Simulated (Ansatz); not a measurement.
**From the elastic tensor of Ru at 15 GPa (stress–strain coefficients) to moduli and sound speeds**

These are results of Ansatz 0.2.0, DFT PBEsol, scalar-relativistic, plane waves, PAW, not measurements. Settings: 420 eV plane-wave cutoff, Γ-centred 18×18×10 mesh, Fermi-Dirac smearing of 0.15 eV. No spin polarisation.

The structure is hexagonal, space group P6_3/mmc (No. 194). Conventional cell: a = 2.655 Å, b = 2.655 Å, c = 4.201 Å, α = 90.00°, β = 90.00°, γ = 120.00°. Ru (site symmetry -6m2) has 12 Ru at 2.60 to 2.65 Å as nearest neighbours.

In a metal, frequencies and elastic constants depend on the k mesh and the smearing, soft modes and shear constants most.

Relaxed-ion constants (GPa, on the Cartesian axes of the calculation):
C11 = 731.4, C12 = 253.9, C13 = 236.3, C22 = 731.4, C23 = 236.3, C33 = 817.2, C44 = 227.5, C55 = 227.5, C66 = 238.7 GPa; the others vanish.

Density 13.092 g/cm³; 2 atoms in 25.64 Å³.

The values that follow are for a polycrystal of randomly turned grains, by Hill's mean where one number stands.

With S = C⁻¹: B_V = (C11+C22+C33+2(C12+C13+C23))/9, G_V = (C11+C22+C33−C12−C13−C23+3(C44+C55+C66))/15, 1/B_R = S11+S22+S33+2(S12+S13+S23), 15/G_R = 4(S11+S22+S33−S12−S13−S23)+3(S44+S55+S66); Hill is their mean. Then v_l = √((B+4G/3)/ρ), v_t = √(G/ρ), v_m = [(2/v_t³+1/v_l³)/3]^(−1/3) and Θ = (ħ/k_B)·v_m·(6π²n/V)^(1/3) for n atoms in the volume V; E = 9BG/(3B+G), ν = (3B−2G)/(2(3B+G)) and A^U = 5G_V/G_R + B_V/B_R − 6.

* Bulk modulus, Voigt / Reuss / Hill: 414.7 / 414.1 / 414.4 GPa
* Shear modulus, Voigt / Reuss / Hill: 242.3 / 240.9 / 241.6 GPa
* Young's modulus: 607 GPa
* Poisson ratio: 0.256
* Pugh ratio B/G: 1.72
* Universal anisotropy index: 0.03
* Longitudinal and transverse sound speeds: 7501 and 4296 m/s
* Debye temperature from the mean sound speed: 607 K

Cost: 1 run of about 2.9 core-minutes, on AMD EPYC 9R45 (Zen 5) (shared hosts).

Compressed Ru is very stiff in both volume and shear, as expected for a transition metal near the middle of the 4d series, where filling mainly bonding d states gives strong cohesion and resistance to shape change. The applied pressure adds to this through shorter contacts and stronger overlap repulsion.

The lattice is stiffer along the hexagonal axis, with C33 at 817.2 GPa against 731.4 GPa for C11. This fits an axial ratio below the ideal close-packed value, which makes the contacts between layers shorter than those within them, though directional d bonding probably contributes too. The two independent shear constants, C44 and C66, are nevertheless close, so the overall anisotropy is weak and the Voigt and Reuss averages nearly coincide. The constants also satisfy the elastic stability conditions for a hexagonal crystal, which covers homogeneous strains but not phonons at finite wavevector.

The Pugh ratio of 1.72 lies close to the customary brittle–ductile divide and cannot settle ductility, which in a hexagonal metal depends on slip, twinning and fracture.
